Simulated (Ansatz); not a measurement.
# CuO: relaxation of cell and atoms with PBEsol+U

The system is CuO.

```
Cu O
1.0
    -2.34185    1.71130    0.00000
     0.85003    0.00000   -5.05787
    -2.34185   -5.13390    0.00000
Cu O
4 4
Direct
  0.24800 0.00060 0.24330
  0.74800 0.00060 0.74330
  0.99800 0.50060 0.49330
  0.49800 0.50060 0.99330
  0.70720 0.75060 0.28410
  0.20720 0.75060 0.78410
  0.78880 0.25060 0.20250
  0.30482 0.24579 0.75612
```

- Program: Ansatz 0.2.0
- Task: relaxation of cell and atoms
- Functional: PBEsol
- Potentials or basis: Ansatz PAW
- Cutoff: 420 eV (not typed: the program's choice for these potentials)
- k mesh: 9 × 5 × 5
- Occupations: fermi-dirac, width 0.05 eV
- Spin: no spin polarisation
- Hubbard terms: Cu d U = 5.3 eV
- Hubbard projectors: ortho-atomic (the default)
- Double counting: fll (the default)

```
Relaxed volume                         : 10.86 Å³/atom
Relaxed cell                           : a = 2.913 Å, b = 5.117 Å, c = 6.483 Å, α = 90.04°, β = 115.99°, γ = 90.06°
Space group after relaxing (to 0.05 Å) : Cccm (No. 66)
Energy gained by relaxing              : 59.1 meV/atom
Ionic steps                            : 24
Pressure after relaxing                : 0.0 GPa
Band gap on the k mesh                 : none (metal or under the smearing width)
```

Step by step:
```csv
step,energy change (eV),largest force (eV/Å),volume (Å³)
1,0.0000,2.5991,81.08
2,-0.1785,1.7920,82.05
3,-0.3600,0.6134,82.81
4,-0.3808,0.0214,84.39
5,-0.3837,0.0042,83.99
6,-0.3835,0.0032,84.04
7,-0.4195,0.0037,84.04
8,-0.4315,0.0088,84.96
9,-0.4277,0.0291,86.27
10,-0.4328,0.0044,85.82
11,-0.4539,0.0047,85.82
12,-0.4591,0.0136,86.35
13,-0.4590,0.0341,86.52
14,-0.4581,0.0230,86.70
15,-0.4595,0.0081,86.49
16,-0.4592,0.0053,86.55
17,-0.4672,0.0054,86.55
18,-0.4690,0.0138,86.73
19,-0.4689,0.0011,86.77
20,-0.4714,0.0013,86.77
21,-0.4719,0.0020,86.84
22,-0.4726,0.0022,86.84
23,-0.4728,0.0011,86.85
24,-0.4730,0.0011,86.85
```

Final structure:
```xyz
8
Lattice="-2.0660 2.0468 -0.1603 0.4040 0.0005 -5.1008 -2.0678 -6.1427 -0.1600" Properties=species:S:1:pos:R:3 pbc="T T T"
Cu   -1.0336   -1.0238   -0.0801
Cu   -3.1002   -3.0720   -0.2402
Cu   -2.8978   -1.0244   -2.7907
Cu   -2.8987   -5.1192   -2.7905
O    -1.7639   -0.0020   -3.9841
O    -1.7645   -4.0970   -3.9839
O    -1.9652    0.0015   -1.4371
O    -1.9659   -4.0934   -1.4370
```

Levels at points of the mesh, in eV from the Fermi level:
```tsv
k point	band 47	band 48	band 49	band 50	band 51	band 52	band 53	band 54
(0.00, 0.00, 0.00)	-2.18	-1.87	0.33	0.57	0.73	0.76	1.74	4.16
```

Eigenvalues of the final occupation matrices:
```
  site  spin  trace               eigenvalues
site 1     1   4.76  0.80 0.97 0.99 0.99 1.00
site 2     1   4.76  0.80 0.97 0.99 0.99 1.00
site 3     1   4.76  0.80 0.97 0.99 0.99 1.00
site 4     1   4.76  0.80 0.97 0.99 0.99 1.00
```

It took 12 min on 4 threads of Arm Neoverse V1 (shared host), peak memory 0.98 GiB.

Caveat: the plane-wave basis is chosen anew once the cell has moved, so the energies of steps on either side of that aren't comparable; the pressure holds a Pulay correction of +0.7 GPa for the finite cutoff; the run has no spin polarisation, though such a crystal can be magnetic; U without spin polarisation on a metal has little footing; the PAW data sets come from PBE, with cores solved anew for the run's functional, which leaves a small shift of forces and pressure. Zero-point motion and thermal expansion aren't in these numbers.
